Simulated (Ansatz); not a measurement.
The calculation used DFT PBE, scalar-relativistic, plane waves, PAW (Ansatz 0.2.0). Settings: cutoff 420 eV, Γ-centred meshes spaced at most about 0.3 Å⁻¹, and about 0.25 Å⁻¹ or finer for metals (2π included), Gaussian smearing. No spin polarisation.

Temperature and zero-point effects are left out.

Question: Order these relaxed structures of Be3Te4 by energy, lowest first, with the energy over the lowest of them.
A.

```xyz
14
Lattice="10.6668 0.0000 0.0000 -5.3334 9.2377 0.0000 0.0000 0.0000 3.9318" Properties=species:S:1:pos:R:3 pbc="T T T"
Be    3.3412    1.6546    2.9489
Be    5.0958    5.5168    2.9489
Be    7.5632    2.0662    2.9489
Be    0.2376    3.7209    0.9830
Be   -2.2298    7.1715    0.9830
Be    1.9922    7.5831    0.9830
Te    5.3334    3.0792    2.9489
Te    8.6033    2.9502    0.9830
Te    3.8101    5.9756    0.9830
Te    3.5867    0.3119    0.9830
Te    0.0000    6.1585    0.9830
Te    1.5232    3.2621    2.9489
Te    1.7467    8.9258    2.9489
Te   -3.2700    6.2875    2.9489
```

B.

```xyz
7
Lattice="-2.7011 2.7011 5.9272 2.7011 -2.7011 5.9272 2.7011 2.7011 -5.9272" Properties=species:S:1:pos:R:3 pbc="T T T"
Be    2.7011    0.0000    2.9636
Be    0.0000    2.7011    2.9636
Be    0.0000    0.0000    5.9272
Te    1.3803   -1.3803    7.4198
Te   -1.3803    1.3803    7.4198
Te    1.3208    1.3208   -1.4926
Te    1.3803    1.3803    4.4346
```

Answer: B (0 meV/atom), A (65 meV/atom). Forms: B I-42m; A P6_3/m. Counting Te atoms around Be (those within 1.25 times the shortest such distance or 1.15 times the sum of covalent radii): B has Be 4; A has Be 4. Both come from invented guesses. The lowest form computed isn't among them: it has space group Pmm2 (No. 25), 26.6 Å³/atom and lies 62 meV/atom below the best shown.

Spin–orbit coupling, which can matter for Te, is left out. Cells relaxed within their symmetry can be saddle points. Some candidate types were left out of the draw beforehand, so a known form may be missing.
